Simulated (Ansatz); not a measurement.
# Ruthenium, dhcp under BLYP: from relaxation to bulk modulus, part 2 of 2

What does BLYP give for ruthenium in the dhcp structure? We relax it, solve it on a dense k-mesh, then scale the cell to 7 volumes from 88 to 112 % of the relaxed one and try a fit of the equation of state. Spin polarisation is left out. The k-meshes are 13×13×4 for the relaxation; 17×17×5 for the dense run; 15×15×4 for the volumes.

Ansatz 0.2.0; DFT, BLYP, plane waves (420 eV) with PAW, scalar-relativistic. Earlier steps stand in the parts before.

## (5) Volume × 0.92

File input.yaml:

```yaml
crystal:
  lattice:
    - [2.6780424781, 0.0, 0.0]
    - [-1.3390212391, 2.3192528185, 0.0]
    - [0.0, 0.0, 8.5875764626]
  atoms:
    - { symbol: Ru, position: [1.0, 1.0, 1.0] }
    - { symbol: Ru, position: [1.0, 1.0, 0.5] }
    - { symbol: Ru, position: [0.3333333333, 0.6666666667, 0.25] }
    - { symbol: Ru, position: [0.6666666667, 0.3333333333, 0.75] }
hamiltonian:
  xc: blyp
  pseudopotentials:
    kind: paw
    azcp:
      Ru: "pseudopotentials/Ru.paw.azcp"
basis:
  ecutwfc: 420
  fft_grid_basis: typed
kpoints:
  mp_grid: { grid: [15, 15, 4], shift: [0, 0, 0] }
magnetization:
  spin_polarized: false
scf:
  occupations: { method: fermi_dirac, width: 0.1 }
  lower_state_search: "off"
output:
  stress: true
```

What it wrote, cut to the lines that bear on the results:

```text
Warning: RAYON_NUM_THREADS=2 ignored (pool sized by the plan → 2); use --threads N
[...]
Pseudopotentials: kind: paw
Pseudopotential: Ru, paw, valence charge 16, recommended cutoff 420 eV (normal), <dir>
Functional definition: BLYP
[...]
Crystal: 4 atoms, lattice volume = 53.338 Å³
Basis set: ecut = 420 eV, 1067 PW (Γ), exchange–correlation on 36×36×120 points (8 copies of the dense FFT grid, shifted against one another)
Bands: 39, of which v1, the nominal top of the filled ones, is band 32 counted from 1 (31 counted from 0)
Symmetry: 24 space group operations
Space group: P63/mmc (ITA 194), of the structure as read, at distance tolerance 3.8e-5 Å
k-points: 81 of 900
[...]
SCF iter   1: F=—  HF=-23569.228802 eV  |F-HF|=—  |Δ(HF+E_count)|=         —  Δρ=1.86e-2  dr2=1.64e-1  ethr=1.77e-3  ⟨swp⟩=5.4  Hψ=11345  notcnv=0
[...]
SCF iter   6: F=-23569.191084 eV  HF=-23569.191084 eV  |F-HF|=2.44e-8  |Δ(HF+E_count)|=   1.05e-6  Δρ=1.07e-5  dr2=2.85e-8  ethr=1.56e-10  ⟨swp⟩=3.2  Hψ=13263  notcnv=0
[...]
SCF converged after 6 iterations
Free energy (F): -23569.191084 eV
[...]
E sigma→0 (E₀):  -23569.123238 eV
Entropy (-TS):   -0.135691 eV (-33.923 meV/atom)
Fermi energy:    24.543527 eV
[...]
--- Stress (GPa, compression-positive) ---
       26.195302      -0.000000       0.000000
       -0.000000      26.195302       0.000000
        0.000000       0.000000      28.316170
  P = ⅓ Tr σ = 26.9023 GPa (269.023 kbar)
```

Run time: 3.7 s. Hardware: 2 threads of an Arm CPU, shared host; peak memory 0.39 GiB.

## (6) Volume × 0.96

Changes to input.yaml since step 5:

```diff
@@ -2,5 +2,5 @@
   lattice:
-    - [2.6780424781, 0.0, 0.0]
-    - [-1.3390212391, 2.3192528185, 0.0]
-    - [0.0, 0.0, 8.5875764626]
+    - [2.7163053973, 0.0, 0.0]
+    - [-1.3581526987, 2.3523894785, 0.0]
+    - [0.0, 0.0, 8.7102727033]
   atoms:
```

What it wrote, cut to the lines that bear on the results:

```text
Warning: RAYON_NUM_THREADS=2 ignored (pool sized by the plan → 2); use --threads N
[...]
[... 3 set-up lines as earlier in the session ...]
[...]
Crystal: 4 atoms, lattice volume = 55.657 Å³
Basis set: ecut = 420 eV, 1091 PW (Γ), exchange–correlation on 40×40×120 points (8 copies of the dense FFT grid, shifted against one another)
Bands: 39, of which v1, the nominal top of the filled ones, is band 32 counted from 1 (31 counted from 0)
[... 2 set-up lines as earlier in the session ...]
k-points: 81 of 900
[...]
SCF iter   1: F=—  HF=-23569.504418 eV  |F-HF|=—  |Δ(HF+E_count)|=         —  Δρ=1.82e-2  dr2=1.69e-1  ethr=1.77e-3  ⟨swp⟩=5.0  Hψ=10428  notcnv=0
[...]
SCF iter   6: F=-23569.466860 eV  HF=-23569.466860 eV  |F-HF|=2.50e-8  |Δ(HF+E_count)|=   1.51e-6  Δρ=1.40e-5  dr2=6.33e-8  ethr=1.56e-10  ⟨swp⟩=3.1  Hψ=13257  notcnv=0
[...]
SCF converged after 6 iterations
Free energy (F): -23569.466860 eV
[...]
E sigma→0 (E₀):  -23569.394480 eV
Entropy (-TS):   -0.144760 eV (-36.190 meV/atom)
Fermi energy:    23.316621 eV
[...]
--- Stress (GPa, compression-positive) ---
       11.328039       0.000000      -0.000000
        0.000000      11.328039       0.000000
       -0.000000       0.000000      12.746228
  P = ⅓ Tr σ = 11.8008 GPa (118.008 kbar)
```

It took 3.8 s on 2 threads of an Arm CPU, shared host; peak memory 0.4 GiB.

## (7) Volume × 1.0

Changes to input.yaml since step 6:

```diff
@@ -2,5 +2,5 @@
   lattice:
-    - [2.7163053973, 0.0, 0.0]
-    - [-1.3581526987, 2.3523894785, 0.0]
-    - [0.0, 0.0, 8.7102727033]
+    - [2.7535196847, 0.0, 0.0]
+    - [-1.3767598424, 2.3846179968, 0.0]
+    - [0.0, 0.0, 8.8296063363]
   atoms:
```

What it wrote, cut to the lines that bear on the results:

```text
Warning: RAYON_NUM_THREADS=2 ignored (pool sized by the plan → 2); use --threads N
[...]
[... 3 set-up lines as earlier in the session ...]
[...]
Crystal: 4 atoms, lattice volume = 57.976 Å³
Basis set: ecut = 420 eV, 1151 PW (Γ), exchange–correlation on 40×40×120 points (8 copies of the dense FFT grid, shifted against one another)
Bands: 39, of which v1, the nominal top of the filled ones, is band 32 counted from 1 (31 counted from 0)
[... 2 set-up lines as earlier in the session ...]
k-points: 81 of 900
[...]
SCF iter   1: F=—  HF=-23569.584630 eV  |F-HF|=—  |Δ(HF+E_count)|=         —  Δρ=1.77e-2  dr2=1.69e-1  ethr=1.77e-3  ⟨swp⟩=4.7  Hψ=9966  notcnv=0
[...]
SCF iter   6: F=-23569.548007 eV  HF=-23569.548007 eV  |F-HF|=3.59e-8  |Δ(HF+E_count)|=   1.78e-6  Δρ=1.40e-5  dr2=6.57e-8  ethr=1.56e-10  ⟨swp⟩=3.0  Hψ=13399  notcnv=0
[...]
SCF converged after 6 iterations
Free energy (F): -23569.548007 eV
[...]
E sigma→0 (E₀):  -23569.470918 eV
Entropy (-TS):   -0.154178 eV (-38.545 meV/atom)
Fermi energy:    22.185684 eV
[...]
--- Stress (GPa, compression-positive) ---
       -0.393023      -0.000000       0.000000
       -0.000000      -0.393023       0.000000
        0.000000       0.000000       0.449325
  P = ⅓ Tr σ = -0.1122 GPa (-1.122 kbar)
```

It took 3.8 s on 2 threads of an Arm CPU, shared host; peak memory 0.4 GiB.

## (8) Volume × 1.04

Changes to input.yaml since step 7:

```diff
@@ -2,5 +2,5 @@
   lattice:
-    - [2.7535196847, 0.0, 0.0]
-    - [-1.3767598424, 2.3846179968, 0.0]
-    - [0.0, 0.0, 8.8296063363]
+    - [2.7897543622, 0.0, 0.0]
+    - [-1.3948771811, 2.415998148, 0.0]
+    - [0.0, 0.0, 8.9457986917]
   atoms:
```

What it wrote, cut to the lines that bear on the results:

```text
Warning: RAYON_NUM_THREADS=2 ignored (pool sized by the plan → 2); use --threads N
[...]
[... 3 set-up lines as earlier in the session ...]
[...]
Crystal: 4 atoms, lattice volume = 60.295 Å³
Basis set: ecut = 420 eV, 1193 PW (Γ), exchange–correlation on 40×40×120 points (8 copies of the dense FFT grid, shifted against one another)
Bands: 39, of which v1, the nominal top of the filled ones, is band 32 counted from 1 (31 counted from 0)
[... 2 set-up lines as earlier in the session ...]
k-points: 81 of 900
[...]
SCF iter   1: F=—  HF=-23569.510995 eV  |F-HF|=—  |Δ(HF+E_count)|=         —  Δρ=1.70e-2  dr2=1.66e-1  ethr=1.77e-3  ⟨swp⟩=4.6  Hψ=9914  notcnv=0
[...]
SCF iter   6: F=-23569.475764 eV  HF=-23569.475764 eV  |F-HF|=4.21e-8  |Δ(HF+E_count)|=   1.96e-6  Δρ=1.37e-5  dr2=7.00e-8  ethr=1.56e-10  ⟨swp⟩=3.0  Hψ=13382  notcnv=0
[...]
SCF converged after 6 iterations
Free energy (F): -23569.475764 eV
[...]
E sigma→0 (E₀):  -23569.393803 eV
Entropy (-TS):   -0.163922 eV (-40.981 meV/atom)
Fermi energy:    21.140150 eV
[...]
--- Stress (GPa, compression-positive) ---
       -9.614501       0.000000       0.000000
        0.000000      -9.614501      -0.000000
        0.000000      -0.000000      -9.243637
  P = ⅓ Tr σ = -9.4909 GPa (-94.909 kbar)
```

Run time: 4.2 s. Hardware: 2 threads of an Arm CPU, shared host; peak memory 0.41 GiB.

## (9) Volume × 1.08

Changes to input.yaml since step 8:

```diff
@@ -2,5 +2,5 @@
   lattice:
-    - [2.7897543622, 0.0, 0.0]
-    - [-1.3948771811, 2.415998148, 0.0]
-    - [0.0, 0.0, 8.9457986917]
+    - [2.8250714577, 0.0, 0.0]
+    - [-1.4125357289, 2.4465836499, 0.0]
+    - [0.0, 0.0, 9.0590486723]
   atoms:
```

What it wrote, cut to the lines that bear on the results:

```text
Warning: RAYON_NUM_THREADS=2 ignored (pool sized by the plan → 2); use --threads N
[...]
[... 3 set-up lines as earlier in the session ...]
[...]
Crystal: 4 atoms, lattice volume = 62.614 Å³
Basis set: ecut = 420 eV, 1255 PW (Γ), exchange–correlation on 40×40×128 points (8 copies of the dense FFT grid, shifted against one another)
Bands: 39, of which v1, the nominal top of the filled ones, is band 32 counted from 1 (31 counted from 0)
[... 1 set-up line as earlier in the session ...]
Space group: P63/mmc (ITA 194), of the structure as read, at distance tolerance 4.0e-5 Å
k-points: 81 of 900
[...]
SCF iter   1: F=—  HF=-23569.315977 eV  |F-HF|=—  |Δ(HF+E_count)|=         —  Δρ=1.63e-2  dr2=1.62e-1  ethr=1.77e-3  ⟨swp⟩=4.4  Hψ=9868  notcnv=0
[...]
SCF iter   6: F=-23569.282962 eV  HF=-23569.282962 eV  |F-HF|=4.97e-8  |Δ(HF+E_count)|=   2.29e-6  Δρ=1.36e-5  dr2=7.66e-8  ethr=1.56e-10  ⟨swp⟩=3.0  Hψ=13325  notcnv=0
[...]
SCF converged after 6 iterations
Free energy (F): -23569.282962 eV
[...]
E sigma→0 (E₀):  -23569.195970 eV
Entropy (-TS):   -0.173985 eV (-43.496 meV/atom)
Fermi energy:    20.170939 eV
[...]
--- Stress (GPa, compression-positive) ---
      -16.841371      -0.000000       0.000000
       -0.000000     -16.841371       0.000000
        0.000000       0.000000     -16.855478
  P = ⅓ Tr σ = -16.8461 GPa (-168.461 kbar)
```

It took 5 s on 2 threads of an Arm CPU, shared host; peak memory 0.41 GiB.

## (10) Volume × 1.12

Changes to input.yaml since step 9:

```diff
@@ -2,5 +2,5 @@
   lattice:
-    - [2.8250714577, 0.0, 0.0]
-    - [-1.4125357289, 2.4465836499, 0.0]
-    - [0.0, 0.0, 9.0590486723]
+    - [2.8595269444, 0.0, 0.0]
+    - [-1.4297634722, 2.4764229767, 0.0]
+    - [0.0, 0.0, 9.1695357646]
   atoms:
@@ -28 +28,5 @@
   stress: true
+  write_density: true
+  write_potential: true
+  elf: true
+  volumetric_format: npy
```

What it wrote:

```text
Warning: RAYON_NUM_THREADS=2 ignored (pool sized by the plan → 2); use --threads N
[... 11 set-up lines as earlier in the session ...]
Crystal: 4 atoms, lattice volume = 64.933 Å³
Basis set: ecut = 420 eV, 1255 PW (Γ), exchange–correlation on 40×40×128 points (8 copies of the dense FFT grid, shifted against one another)
Bands: 39, of which v1, the nominal top of the filled ones, is band 32 counted from 1 (31 counted from 0)
[... 2 set-up lines as earlier in the session ...]
k-points: 81 of 900
[... 7 set-up lines as earlier in the session ...]
SCF iter   1: F=—  HF=-23569.026386 eV  |F-HF|=—  |Δ(HF+E_count)|=         —  Δρ=1.55e-2  dr2=1.56e-1  ethr=1.77e-3  ⟨swp⟩=4.4  Hψ=9796  notcnv=0
preconditioner: auto → Kerker (q_TF=auto, 2.722 Å⁻¹)  [metal: Δε(μ)=0.009 eV  Ē_g=4.029 eV  σ=0.100 eV  W_gap=0.02  n_scr=24 (ndim 8)  ℏωp=26.1 eV  f_vac=0.000  D(μ)=5.71/eV (n_scr^D=64)]
SCF iter   2: F=—  HF=-23568.999456 eV  |F-HF|=—  |Δ(HF+E_count)|=   2.69e-2  Δρ=7.60e-3  dr2=3.60e-2  ethr=2.44e-4  ⟨swp⟩=2.8  Hψ=5267  notcnv=0
SCF iter   3: F=—  HF=-23568.995527 eV  |F-HF|=—  |Δ(HF+E_count)|=   3.93e-3  Δρ=1.83e-3  dr2=1.47e-3  ethr=5.62e-5  ⟨swp⟩=2.0  Hψ=4420  notcnv=0
SCF iter   4: F=—  HF=-23568.995813 eV  |F-HF|=—  |Δ(HF+E_count)|=   2.86e-4  Δρ=3.24e-4  dr2=5.28e-5  ethr=2.30e-6  ⟨swp⟩=2.6  Hψ=5554  notcnv=0
SCF iter   5: F=—  HF=-23568.995860 eV  |F-HF|=—  |Δ(HF+E_count)|=   4.72e-5  Δρ=8.48e-5  dr2=3.02e-6  ethr=8.25e-8  ⟨swp⟩=2.0  Hψ=4580  notcnv=0
SCF iter   6: F=-23568.995862 eV  HF=-23568.995862 eV  |F-HF|=5.08e-8  |Δ(HF+E_count)|=   2.37e-6  Δρ=1.40e-5  dr2=9.12e-8  ethr=1.56e-10  ⟨swp⟩=6.2  Hψ=21806  notcnv=0
SCF 1 converged in 6 iterations: F = -23568.995862 eV  dr2 = 9.12e-8
SCF converged after 6 iterations
Free energy (F): -23568.995862 eV
Harris-Foulkes:  -23568.995862 eV  (|F-HF|=5.08e-8)
Internal energy: -23568.811490 eV  (E = F + TS)
E sigma→0 (E₀):  -23568.903676 eV
Entropy (-TS):   -0.184372 eV (-46.093 meV/atom)
Fermi energy:    19.270189 eV
--- Per-component energies (eV) ---
  E_band       = -449.032881
  E_kinetic    = 2039.694732
  E_local      = -5787.947680  (includes V_loc(G=0)·N_el)
  E_nonlocal   = 1373.649760
  E_hartree    = 1868.014775
  E_xc         = -741.333580
  E_vxc        = -928.281327  (∫ρ·V_xc dr)
  E_paw        = -13911.896457  (= ΣΔE_a)
  E_vpaw       = -882.170911  (= ΣTr[D̂ρ^β])
  E_aug_tail   = -0.000816  (compensation charges beyond the density's cutoff)
  E_ewald      = -8409.348523
  E_core_change = 0.356299  (= ΣΔE_core)
  E_smearing   = -0.184372  (= −TS)
  E_closure    = -0.000000  (closes the sum)
  Σ components = -23568.995862   (vs F -23568.995862, Δ=0.00e0)
--- Stress (GPa, compression-positive) ---
      -22.471234       0.000000      -0.000000
        0.000000     -22.471234       0.000000
       -0.000000       0.000000     -22.798474
  P = ⅓ Tr σ = -22.5803 GPa (-225.803 kbar)
--- Band table (eV; the first three rows and the last of 81) ---
  k-point 0: bands = ["-53.4678", "-53.4341", "-53.4072", "-53.3732", "-23.6916", "-23.4127", "-23.3684", "-23.1868", "-23.1868", "-23.1491", "-23.1491", "-23.1330", "-23.1330", "-23.0949", "-23.0949", "-23.0803", "12.5310", "14.2509", "14.2557", "14.4426", "17.1275", "17.1275", "17.1294", "17.1359", "17.1421", "17.1421", "17.3548", "17.5595", "17.5595", "17.6315", "17.6315", "18.6154", "18.6154", "19.1756", "19.1756", "19.6603", "19.6603", "20.4004", "20.4004"]
  k-point 1: bands = ["-53.4645", "-53.4426", "-53.3987", "-53.3765", "-23.6691", "-23.5086", "-23.2712", "-23.1834", "-23.1834", "-23.1601", "-23.1601", "-23.1219", "-23.1219", "-23.1041", "-23.0983", "-23.0983", "12.6752", "13.6805", "14.4742", "14.5326", "17.0036", "17.1709", "17.1709", "17.1936", "17.1936", "17.2908", "17.4815", "17.4815", "17.5480", "17.5480", "17.7967", "18.7183", "18.7183", "19.1049", "19.1049", "19.7875", "19.7875", "20.0745", "20.3046"]
  k-point 2: bands = ["-53.4554", "-53.4554", "-53.3858", "-53.3858", "-23.6049", "-23.6049", "-23.1739", "-23.1739", "-23.1739", "-23.1739", "-23.1716", "-23.1716", "-23.1080", "-23.1080", "-23.1080", "-23.1080", "13.0862", "13.0862", "14.5402", "14.5402", "17.1347", "17.1347", "17.2649", "17.2649", "17.2649", "17.2649", "17.4015", "17.4015", "17.4015", "17.4015", "18.9143", "18.9143", "18.9263", "18.9263", "18.9263", "18.9263", "20.0602", "20.0602", "20.0602"]
  k-point 80: bands = ["-53.3762", "-53.3762", "-53.3491", "-53.3491", "-23.5424", "-23.5424", "-23.5181", "-23.5181", "-23.4415", "-23.4415", "-23.4027", "-23.4027", "-23.2551", "-23.2551", "-23.2224", "-23.2224", "15.3390", "15.3390", "15.8176", "15.8176", "16.1284", "16.1284", "16.3375", "16.3375", "17.1289", "17.1289", "17.1576", "17.1576", "18.4258", "18.4258", "19.0707", "19.0707", "20.1152", "20.1152", "20.3639", "20.3639", "25.8570", "25.8570", "25.9066"]
```

It took 6.4 s on 2 threads of an Arm CPU, shared host; peak memory 0.42 GiB.

Density in a lattice plane of the grid's cell (edges 2.86 and 9.17 Å, at 0.000 of the third edge), which holds Ru.

Values in e/Å³, 12 rows by 6 columns:
```
 2.33  1.17  0.33  0.21  0.33  1.17
 0.23  0.25  0.33  0.40  0.33  0.25
 0.22  0.31  0.80  1.51  0.80  0.31
 0.23  0.25  0.33  0.40  0.33  0.25
 2.33  1.17  0.33  0.21  0.33  1.17
10.09  6.73  0.83  0.30  0.83  6.73
 2.33  1.17  0.33  0.21  0.33  1.17
 0.23  0.25  0.33  0.40  0.33  0.25
 0.22  0.31  0.80  1.51  0.80  0.31
 0.23  0.25  0.33  0.40  0.33  0.25
 2.33  1.17  0.33  0.21  0.33  1.17
10.09  6.73  0.83  0.30  0.83  6.73
```
Columns run along the first of these edges and rows up along the second, over one cell in 6 and 12 even steps from the bottom left corner. Atoms in the plane (fractional): Ru at (0.00, 0.00), Ru at (0.00, 0.50).

ELF in the same plane.

Ten even steps from ' ' (0.14) to '@' (0.65):
```
@@@@++..::..++@@
----::::::::..--
::::::......::::
::::..::--::..::
::....==**==....
::::..::--::..::
::::::......::::
----::::::::..--
@@@@++..::..++@@
  %%%%::::::%%%%
@@@@++..::..++@@
----..::::::::--
::::::......::::
::::..::--::..::
::....==**==....
::::..::--::..::
::::::......::::
----..::::::::--
@@@@++..::..++@@
  %%%%::::::%%%%
```
Columns run along the first of these edges and rows up along the second, over one cell in 8 and 20 even steps from the bottom left corner. Atoms in the plane (fractional): Ru at (0.00, 0.00), Ru at (0.00, 0.50).

Both are smooth fields of the valence electrons: close to the nuclei they are not physical.

## (11) The equation of state

All volumes keep the relaxed shape and fractional coordinates.

```tsv
V (Å³/atom)	E − E₀ (meV/atom)	P from the stress (GPa)	P from the fit (GPa)
12.755	216.4	46.03	45.83
13.334	86.9	26.90	26.58
13.914	19.1	11.80	11.46
14.494	0.0	-0.11	-0.44
15.074	19.3	-9.49	-9.81
15.654	68.7	-16.85	-17.20
16.233	141.8	-22.58	-23.00
```

A third-order Birch-Murnaghan fit gives V₀ = 14.470 Å³/atom, B₀ = 266 GPa and B₀′ = 4.9; it misses no point by more than 0.06 meV/atom.

Fit and stress differ a little: one follows E(σ → 0), the other the smeared free energy.

## (12) Results

This closing draws on all 2 parts.

| quantity | value |
| --- | --- |
| space group (spins left aside) | P6_3/mmc (No. 194) |
| conventional cell | a = 2.754 Å, c = 8.830 Å (c/a = 3.207) |
| volume | 14.494 Å³/atom |
| shortest distance | 2.720 Å |
| gap on the mesh | none (levels filled in part) |
| relative to hcp | +76 meV/atom |
| V₀, B₀, B₀′ | 14.470 Å³/atom, 266 GPa, 4.9 |

From the guessed start the volume grew by 6.9 % in 7 steps. Against the reference form of ruthenium (hcp, computed apart with the same settings) it stands 76 meV/atom higher. Levels at the Fermi energy are filled in part, as in a metal. The fitted modulus is 266 GPa; letting shape and positions relax at each volume could only lower it. The symmetry was held, so the structure may be unstable against distortions that break it.
